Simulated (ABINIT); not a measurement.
The system is ZrC.

```
CELL_PARAMETERS angstrom
0.00000 2.36500 2.36500
2.36500 0.00000 2.36500
2.36500 2.36500 0.00000
ATOMIC_POSITIONS crystal
Zr 0.50000 0.50000 0.50000
C 0.00000 0.00000 0.00000
```

```yaml
Program: ABINIT 10.8.3 (patched build)
Task: relaxation of cell and atoms
Functional: PBEsol
Potentials_or_basis: PseudoDojo NC SR PBEsol v0.4 stringent
Cutoff: 1116 eV
k_mesh: 8 × 8 × 8
Occupations: fermi-dirac, width 0.05 eV
Spin: no spin polarisation
```

At the start: pressure -8.2 GPa; volume 13.23 Å³/atom.

Q: How do energy, volume and symmetry change on relaxing?

A: Over 4 steps the energy falls by 13.0 meV/atom and the volume is 12.74 Å³/atom (-3.7 %); space group Fm-3m (No. 225, to 0.05 Å).

The path:
```csv
step,energy change (eV),largest force (eV/Å),pressure (GPa),volume (Å³)
1,0.0000,0.0000,-8.25,26.46
2,-0.0232,0.0000,-2.86,25.79
3,-0.0261,0.0000,0.14,25.46
4,-0.0261,0.0000,0.00,25.48
```

Final structure:
```
Zr C
1.0
     0.00000    2.33541    2.33541
     2.33541    0.00000    2.33541
     2.33541    2.33541    0.00000
Zr C
1 1
Direct
  0.50000 0.50000 0.50000
  0.00000 0.00000 0.00000
```
